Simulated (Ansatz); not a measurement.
Na under changes of volume

One of the cells (39.256 Å³/atom); the others are scaled copies at fixed shape and fractional positions:

```
Na
1.0
    -2.14100    2.14100    2.14100
     2.14100   -2.14100    2.14100
     2.14100    2.14100   -2.14100
Na
1
Direct
  0.00000 0.00000 0.00000
```

| Item | Value |
| --- | --- |
| Program | Ansatz 0.2.0 |
| Functional | r2SCAN |
| Potentials or basis | Ansatz PAW |
| Cutoff | 500 eV (not typed: the program's choice for these potentials) |
| k mesh | 9 × 9 × 9 |
| Occupations | fermi-dirac, width 0.05 eV |
| Spin | no spin polarisation |

```tsv
volume (Å³/atom)	energy over the lowest point (meV/atom)	pressure (GPa)
36.901	0.31	0.2
37.686	0.00	0.0
38.471	?	?
39.256	1.64	-0.3
40.041	3.46	-0.4
40.827	5.87	-0.5
41.612	8.80	-0.6
```

**Question.** What does the run at 38.471 Å³/atom give?

**Answer.** Energy over the lowest point 0.47 meV/atom; pressure -0.2 GPa.

Worked out: A Birch-Murnaghan fit of order 3 (a polynomial in V^(-2/3)) to the other rows has its minimum at 37.60 Å³/atom with B0 = V·E''(V) = 7.7 GPa and B' = 3.6. It gives 0.47 meV/atom at 38.471 Å³/atom, against the run's 0.47, and -dE/dV = -0.2 GPa, against -0.2.

Energies are extrapolated to zero smearing.

Caveats: the PAW data sets come from PBE, with cores solved anew for the run's functional, which leaves a small shift of forces and pressure.
